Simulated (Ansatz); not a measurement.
The following input was run with Ansatz 0.2.0.

```yaml
crystal:
  lattice:
    - [-3.2323768925, 3.2323768925, 2.5891984439]
    - [3.2323768925, -3.2323768925, 2.5891984439]
    - [3.2323768925, 3.2323768925, -2.5891984439]
  atoms:
    - { symbol: Sc, position: [0.1923535454, 0.3076464546, 0.5] }
    - { symbol: Sc, position: [0.6923535454, 0.1923535454, 0.8847070808] }
    - { symbol: Sc, position: [0.3076464546, 0.8076464546, 0.1152929192] }
    - { symbol: Sc, position: [0.8076464546, 0.6923535454, 0.5] }
basis:
  ecutwfc: 420
kpoints:
  mp_grid: { grid: [10, 10, 10] }
hamiltonian:
  xc: pbe
scf:
  occupations: { method: gaussian, width: 0.1 }
output:
  forces: true
  stress: true
  eigenvalues: true
  populations: true
```

Command:
```bash
ansatz run input.yaml --threads 1 --pin off --max-ram 1331MiB --backend cpu --events-out ev --progress --plain --runs-dir out
```

Method: Ansatz 0.2.0, DFT PBE, scalar-relativistic, plane waves, PAW.

From the run's log, abridged (iterations and final results):

```
SCF iter   1: F=—  HF=-8541.115849 eV  |F-HF|=—  |Δ(HF+E_count)|=         —  Δρ=4.63e-3  dr2=2.69e-2  ethr=1.77e-3  ⟨swp⟩=5.5  Hψ=11898  notcnv=0
SCF iter   2: F=—  HF=-8541.114593 eV  |F-HF|=—  |Δ(HF+E_count)|=   1.26e-3  Δρ=2.62e-3  dr2=1.12e-2  ethr=6.10e-5  ⟨swp⟩=1.0  Hψ=3577  notcnv=0
SCF iter   3: F=—  HF=-8541.112605 eV  |F-HF|=—  |Δ(HF+E_count)|=   1.99e-3  Δρ=7.26e-4  dr2=7.86e-4  ethr=2.54e-5  ⟨swp⟩=2.0  Hψ=3390  notcnv=0
SCF iter   4: F=—  HF=-8541.112448 eV  |F-HF|=—  |Δ(HF+E_count)|=   1.57e-4  Δρ=2.76e-4  dr2=1.32e-4  ethr=1.79e-6  ⟨swp⟩=2.1  Hψ=3389  notcnv=0
SCF iter   5: F=—  HF=-8541.112418 eV  |F-HF|=—  |Δ(HF+E_count)|=   3.01e-5  Δρ=6.14e-5  dr2=7.62e-6  ethr=2.99e-7  ⟨swp⟩=2.0  Hψ=3269  notcnv=0
SCF iter   6: F=—  HF=-8541.112435 eV  |F-HF|=—  |Δ(HF+E_count)|=   1.73e-5  Δρ=1.73e-5  dr2=4.09e-7  ethr=1.73e-8  ⟨swp⟩=2.0  Hψ=3352  notcnv=0
SCF iter   7: F=-8541.112435 eV  HF=-8541.112435 eV  |F-HF|=3.09e-10  |Δ(HF+E_count)|=   1.53e-8  Δρ=4.74e-6  dr2=2.69e-8  ethr=2.27e-10  ⟨swp⟩=5.1  Hψ=9313  notcnv=0
SCF 1 converged in 7 iterations: F = -8541.112435 eV  dr2 = 2.69e-8
SCF converged after 7 iterations
Free energy (F): -8541.112435 eV
Harris-Foulkes:  -8541.112435 eV  (|F-HF|=3.09e-10)
Internal energy: -8541.052302 eV  (E = F + TS)
E sigma→0 (E₀):  -8541.082368 eV
Entropy (-TS):   -0.060134 eV (-15.033 meV/atom)
Fermi energy:    8.156573 eV
--- Per-component energies (eV) ---
  E_band       = -726.184573
  E_kinetic    = 1040.410351
  E_local      = -3659.341908  (includes V_loc(G=0)·N_el)
  E_nonlocal   = 336.866675
  E_hartree    = 1267.626596
  E_xc         = -414.554433
  E_vxc        = -512.907390  (∫ρ·V_xc dr)
  E_paw        = -3823.333618  (= ΣΔE_a)
  E_vpaw       = -466.461811  (= ΣTr[D̂ρ^β])
  E_aug_tail   = 0.000042  (compensation charges beyond the density's cutoff)
  E_ewald      = -3288.726008
  E_smearing   = -0.060134  (= −TS)
--- Forces (eV/Å), atoms counted from 1 ---
  atom   1  Sc     1.18988404    -1.18988404     0.00000000
  atom   2  Sc    -1.18988404    -1.18988404     0.00000000
  atom   3  Sc     1.18988404     1.18988404     0.00000000
  atom   4  Sc    -1.18988404     1.18988404     0.00000000
--- Stress (GPa, compression-positive) ---
       -5.712295       0.000000       0.000000
        0.000000      -5.712295       0.000000
        0.000000       0.000000       7.233874
  P = ⅓ Tr σ = -1.3969 GPa (-13.969 kbar)
--- Band table (eV; the first three rows and the last of 102) ---
  k-point 0: bands = ["-41.4074", "-41.3638", "-41.2653", "-41.2653", "-20.3681", "-20.3681", "-20.0823", "-20.0823", "-20.0075", "-19.9931", "-19.8803", "-19.8594", "-19.8124", "-19.8124", "-19.7082", "-19.6661", "3.3796", "7.0683", "7.3260", "7.4861", "8.0776", "8.1652", "8.1652", "8.9348", "9.1123", "9.4871", "9.4871"]
  k-point 1: bands = ["-41.4062", "-41.3647", "-41.2656", "-41.2653", "-20.3688", "-20.3682", "-20.0813", "-20.0800", "-20.0039", "-19.9871", "-19.8858", "-19.8626", "-19.8168", "-19.8128", "-19.7068", "-19.6669", "3.4630", "7.1106", "7.2936", "7.5326", "7.9537", "8.1327", "8.1839", "9.0028", "9.1405", "9.4460", "9.4934"]
  k-point 2: bands = ["-41.4027", "-41.3674", "-41.2664", "-41.2653", "-20.3705", "-20.3683", "-20.0774", "-20.0731", "-19.9943", "-19.9716", "-19.9001", "-19.8722", "-19.8285", "-19.8148", "-19.7029", "-19.6690", "3.7093", "7.1034", "7.2335", "7.6660", "7.7616", "8.0641", "8.1723", "9.1617", "9.2084", "9.3643", "9.4822"]
  k-point 101: bands = ["-41.3819", "-41.3819", "-41.2791", "-41.2587", "-20.4288", "-20.3175", "-20.1517", "-20.0093", "-19.9860", "-19.9860", "-19.9357", "-19.8399", "-19.8399", "-19.7870", "-19.6825", "-19.6825", "6.2522", "6.2522", "7.0707", "7.1089", "7.2514", "8.1973", "8.1973", "9.0658", "9.2215", "9.2215", "9.4653"]
--- Löwdin populations: 4 sites ---
  site symbol q [e]
     0     Sc     10.8745
     1     Sc     10.8745
     2     Sc     10.8745
     3     Sc     10.8745
  spilling = 0.011411 (of n_electrons = 44.000000)
```

The calculation finished and met its thresholds.